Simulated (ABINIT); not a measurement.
# Mo (Im-3m) in ABINIT: a series of runs

The runs below take Mo through equation of state, with SOGGA, PBEsol+D3(BJ), PW91+D3(BJ), BLYP+D2.

All numbers are computed with ABINIT 10.8.3 (patched build); they aren't measurements. Logs are shortened: lines on timing, memory, paths and dates and some standing lists are left out, and cuts for length are marked. The log counts tension as positive stress, the text compression.

**1. The structure**

Symmetry: Im-3m, No. 229, cubic system. The conventional cell has a = 3.168 Å, b = 3.168 Å, c = 3.168 Å, α = 90.00°, β = 90.00°, γ = 90.00°. Around Mo (site symmetry m-3m) lie 8 Mo at 2.74 Å.

**2. Equation of state, SOGGA**

Input file run.abi:

```
# Datasets: one volume each
ndtset 7
getwfk -1
scalecart1 3*0.9795861087
scalecart2 3*0.9864848297
scalecart3 3*0.9932883884
scalecart4 3*1.0000000000
scalecart5 3*1.0066227096
scalecart6 3*1.0131594038
scalecart7 3*1.0196128224

# Pseudopotentials
pp_dirpath "./"
pseudos "Mo.GGA_PBE-JTH.xml"

# Structure
acell 2.7432376088 2.7432376088 2.7432376088 Angstrom
rprim
    -0.5773502692     0.5773502692     0.5773502692
     0.5773502692    -0.5773502692     0.5773502692
     0.5773502692     0.5773502692    -0.5773502692
ntypat 1
znucl 42
natom 1
typat 1
xred
     0.0000000000     0.0000000000     0.0000000000

# Plane-wave basis
ecut 15.0
pawecutdg 30.0

# k points
kptopt 1
ngkpt 12 12 12
nshiftk 1
shiftk 0.0 0.0 0.0

# Exchange and correlation
ixc -150130

# Bands and occupations
nband 11
occopt 3
tsmear 0.00183747

# SCF cycle
nstep 100
tolvrs 1.0e-9

# Output
iomode 3
prtwf 1
prtden 0
prteig 0
prtebands 0
```

Potentials or basis: JTH PAW PBE v2.0.

The run is started by

```sh
$ abinit run.abi > log 2>&1
```

run.abo:

```text
.Version 10.8.3 of ABINIT
 DATASET    1 : space group Im -3 m (#229); Bravais cI (body-center cubic)
================================================================================
 Values of the parameters that define the memory need for DATASET  1.
     intxc =       0    ionmov =       0      iscf =      17    lmnmax =      18
     lnmax =       6     mgfft =      18  mpssoang =       3    mqgrid =    3001
     natom =       1  nloc_mem =       2    nspden =       1   nspinor =       1
    nsppol =       1      nsym =      48    n1xccc =       1    ntypat =       1
    occopt =       3   xclevel =       2
       mpw =         291          nfft =        5832          nkpt =          72
 PAW method is used; the additional fine FFT grid is defined by:
   mgfftf=        27    nfftf =     19683
================================================================================
================================================================================
[... 71 lines left out ...]
 DATASET    7 : space group Im -3 m (#229); Bravais cI (body-center cubic)
================================================================================
 Values of the parameters that define the memory need for DATASET  7.
     intxc =       0    ionmov =       0      iscf =      17    lmnmax =      18
     lnmax =       6     mgfft =      20  mpssoang =       3    mqgrid =    3001
     natom =       1  nloc_mem =       2    nspden =       1   nspinor =       1
    nsppol =       1      nsym =      48    n1xccc =       1    ntypat =       1
    occopt =       3   xclevel =       2
       mpw =         327          nfft =        8000          nkpt =          72
 PAW method is used; the additional fine FFT grid is defined by:
   mgfftf=        30    nfftf =     27000
================================================================================
================================================================================

--------------------------------------------------------------------------------
------------- Echo of variables that govern the present computation ------------
--------------------------------------------------------------------------------
 -outvars: echo values of preprocessed input variables --------
            acell      5.1839677789E+00  5.1839677789E+00  5.1839677789E+00 Bohr
              amu      9.59400000E+01
             ecut      1.50000000E+01 Hartree
           getwfk          -1
                       outvar_i_n : Printing only first  50 k-points.
              ixc     -150130
           jdtset        1    2    3    4    5    6    7
                       outvar_i_n : Printing only first  50 k-points.
         kptrlatt       12    0    0      0   12    0      0    0   12
          kptrlen1     6.09377139E+01
          kptrlen2     6.13668669E+01
          kptrlen3     6.17901000E+01
          kptrlen4     6.22076133E+01
          kptrlen5     6.26195963E+01
          kptrlen6     6.30262285E+01
          kptrlen7     6.34276802E+01
            natom           1
            nband          11
           ndtset           7
            ngfft1         18      18      18
            ngfft2         18      18      18
            ngfft3         18      18      18
            ngfft4         20      20      20
            ngfft5         20      20      20
            ngfft6         20      20      20
            ngfft7         20      20      20
          ngfftdg1         27      27      27
          ngfftdg2         27      27      27
          ngfftdg3         27      27      27
          ngfftdg4         27      27      27
          ngfftdg5         27      27      27
          ngfftdg6         27      27      27
          ngfftdg7         30      30      30
             nkpt          72
            nstep         100
             nsym          48
           ntypat           1
                       prtocc : prtvol=0, do not print more k-points.
           occopt           3
        pawecutdg      3.00000000E+01 Hartree
         pawxcdev           0
           prtden           0
        prtebands           0
           prteig           0
            rprim1    -5.6556430356E-01  5.6556430356E-01  5.6556430356E-01
                       5.6556430356E-01 -5.6556430356E-01  5.6556430356E-01
                       5.6556430356E-01  5.6556430356E-01 -5.6556430356E-01
            rprim2    -5.6954728199E-01  5.6954728199E-01  5.6954728199E-01
                       5.6954728199E-01 -5.6954728199E-01  5.6954728199E-01
                       5.6954728199E-01  5.6954728199E-01 -5.6954728199E-01
            rprim3    -5.7347531844E-01  5.7347531844E-01  5.7347531844E-01
                       5.7347531844E-01 -5.7347531844E-01  5.7347531844E-01
                       5.7347531844E-01  5.7347531844E-01 -5.7347531844E-01
            rprim4    -5.7735026920E-01  5.7735026920E-01  5.7735026920E-01
                       5.7735026920E-01 -5.7735026920E-01  5.7735026920E-01
                       5.7735026920E-01  5.7735026920E-01 -5.7735026920E-01
            rprim5    -5.8117389237E-01  5.8117389237E-01  5.8117389237E-01
                       5.8117389237E-01 -5.8117389237E-01  5.8117389237E-01
                       5.8117389237E-01  5.8117389237E-01 -5.8117389237E-01
            rprim6    -5.8494785453E-01  5.8494785453E-01  5.8494785453E-01
                       5.8494785453E-01 -5.8494785453E-01  5.8494785453E-01
                       5.8494785453E-01  5.8494785453E-01 -5.8494785453E-01
            rprim7    -5.8867373749E-01  5.8867373749E-01  5.8867373749E-01
                       5.8867373749E-01 -5.8867373749E-01  5.8867373749E-01
                       5.8867373749E-01  5.8867373749E-01 -5.8867373749E-01
          spgroup         229
           tolvrs      1.00000000E-09
           tsmear      1.83747000E-03 Hartree
            typat      1
           useylm           1
                       outvars : Printing only first  50 k-points.
            znucl       42.00000

================================================================================

 chkinp: Checking input parameters for consistency, jdtset=   1.

 chkinp: Checking input parameters for consistency, jdtset=   2.
[... 36 lines left out ...]
 getcut: wavevector=  0.0000  0.0000  0.0000  ngfft=  27  27  27
         ecut(hartree)=     30.000   => boxcut(ratio)=   2.07962

--- Pseudopotential description ------------------------------------------------
- pspini: atom type   1  psp file is ./Mo.GGA_PBE-JTH.xml
 Pseudopotential format is: paw10
 basis_size (lnmax)=  6 (lmn_size= 18), orbitals=   0   0   1   1   2   2
 Spheres core radius: rc_sph= 2.20740211
 Shapefunction is SIN type: shapef(r)=[sin(pi*r/rshp)/(pi*r/rshp)]**2
 Radius for shape functions =  1.91008465
 Compensation charge density is not taken into account in XC energy/potential

   3.87899950E+02                                ecore*ucvol(ha*bohr**3)
--------------------------------------------------------------------------------

================================================================================

--- !BeginCycle
iteration_state: {dtset: 1, }
solver: {iscf: 17, nstep: 100, nline: 4, wfoptalg: 10, }
tolerances: {tolvrs: 1.00E-09, }
...
[... 491 lines left out ...]
 getcut: wavevector=  0.0000  0.0000  0.0000  ngfft=  20  20  20
         ecut(hartree)=     15.000   => boxcut(ratio)=   2.21840

 getcut : COMMENT -
  Note that boxcut > 2.2 ; recall that boxcut=Gcut(box)/Gcut(sphere) = 2
  is sufficient for exact treatment of convolution.
  Such a large boxcut is a waste : you could raise ecut
  e.g. ecut=   18.454880 Hartrees makes boxcut=2

 Fine grid specifications (used for densities):

 getcut: wavevector=  0.0000  0.0000  0.0000  ngfft=  27  27  27
         ecut(hartree)=     30.000   => boxcut(ratio)=   2.03717
--------------------------------------------------------------------------------
[... 161 lines left out ...]
 getcut: wavevector=  0.0000  0.0000  0.0000  ngfft=  20  20  20
         ecut(hartree)=     15.000   => boxcut(ratio)=   2.20381

 getcut : COMMENT -
  Note that boxcut > 2.2 ; recall that boxcut=Gcut(box)/Gcut(sphere) = 2
  is sufficient for exact treatment of convolution.
  Such a large boxcut is a waste : you could raise ecut
  e.g. ecut=   18.212844 Hartrees makes boxcut=2

 Fine grid specifications (used for densities):

 getcut: wavevector=  0.0000  0.0000  0.0000  ngfft=  27  27  27
         ecut(hartree)=     30.000   => boxcut(ratio)=   2.02376
--------------------------------------------------------------------------------
[... 335 lines left out ...]
 getcut: wavevector=  0.0000  0.0000  0.0000  ngfft=  30  30  30
         ecut(hartree)=     30.000   => boxcut(ratio)=   2.30196

 getcut : COMMENT -
  Note that boxcut > 2.2 ; recall that boxcut=Gcut(box)/Gcut(sphere) = 2
  is sufficient for exact treatment of convolution.
  Such a large boxcut is a waste : you could raise ecut
  e.g. ecut=   39.742676 Hartrees makes boxcut=2

--------------------------------------------------------------------------------

-inwffil : will read wavefunctions from disk file runo_DS6_WFK.nc

================================================================================
[... 130 lines left out ...]
-Cartesian components of stress tensor (GPa)         [Pressure= -2.3374E+01 GPa]
- sigma(1 1)=  2.33740036E+01  sigma(3 2)=  0.00000000E+00
- sigma(2 2)=  2.33740036E+01  sigma(3 1)=  0.00000000E+00
- sigma(3 3)=  2.33740036E+01  sigma(2 1)=  0.00000000E+00

== END DATASET(S) ==============================================================
================================================================================

 -outvars: echo values of variables after computation  --------
            acell      5.1839677789E+00  5.1839677789E+00  5.1839677789E+00 Bohr
           etotal1    -6.8788646810E+01
           etotal2    -6.8788860556E+01
           etotal3    -6.8788633891E+01
           etotal4    -6.8788011699E+01
           etotal5    -6.8787035017E+01
           etotal6    -6.8785742516E+01
           etotal7    -6.8784176741E+01
            fcart1    -0.0000000000E+00 -0.0000000000E+00 -0.0000000000E+00
            fcart2    -0.0000000000E+00 -0.0000000000E+00 -0.0000000000E+00
            fcart3    -0.0000000000E+00 -0.0000000000E+00 -0.0000000000E+00
            fcart4    -0.0000000000E+00 -0.0000000000E+00 -0.0000000000E+00
            fcart5    -0.0000000000E+00 -0.0000000000E+00 -0.0000000000E+00
            fcart6    -0.0000000000E+00 -0.0000000000E+00 -0.0000000000E+00
            fcart7    -0.0000000000E+00 -0.0000000000E+00 -0.0000000000E+00
            rprim1    -5.6556430356E-01  5.6556430356E-01  5.6556430356E-01
                       5.6556430356E-01 -5.6556430356E-01  5.6556430356E-01
                       5.6556430356E-01  5.6556430356E-01 -5.6556430356E-01
[... 17 lines left out ...]
                       5.8867373749E-01  5.8867373749E-01 -5.8867373749E-01
           strten1    -2.0831039174E-04 -2.0831039174E-04 -2.0831039174E-04
                       0.0000000000E+00  0.0000000000E+00  0.0000000000E+00
           strten2     8.1711238604E-06  8.1711238604E-06  8.1711238604E-06
                       0.0000000000E+00  0.0000000000E+00  0.0000000000E+00
           strten3     2.0256770996E-04  2.0256770996E-04  2.0256770996E-04
                       0.0000000000E+00  0.0000000000E+00  0.0000000000E+00
           strten4     3.7718010762E-04  3.7718010762E-04  3.7718010762E-04
                       0.0000000000E+00  0.0000000000E+00  0.0000000000E+00
           strten5     5.3319221316E-04  5.3319221316E-04  5.3319221316E-04
                       0.0000000000E+00  0.0000000000E+00  0.0000000000E+00
           strten6     6.7246186663E-04  6.7246186663E-04  6.7246186663E-04
                       0.0000000000E+00  0.0000000000E+00  0.0000000000E+00
           strten7     7.9446623346E-04  7.9446623346E-04  7.9446623346E-04
                       0.0000000000E+00  0.0000000000E+00  0.0000000000E+00
 Calculation completed.
```

Run time: 52 s. Hardware: 1 thread of Arm Neoverse V1, shared host; peak memory 0.12 GiB.

What came out:

```yaml
Equilibrium_volume: 15.25 Å³/atom
Bulk_modulus: 293 GPa
Pressure_derivative_of_the_bulk_modulus: 4.6
```

Energy against volume, from the lowest point:
```tsv
volume (Å³/atom)	energy (meV/atom)
14.938	5.82
15.256	0.00
15.574	6.17
15.892	23.10
16.209	49.68
16.527	84.85
16.845	127.45
```

Caveat: pressures at fixed basis lie under the slope of the energies; the PAW data sets were made with another functional, which shifts forces and pressure a little.

[end of part 1 of 2]
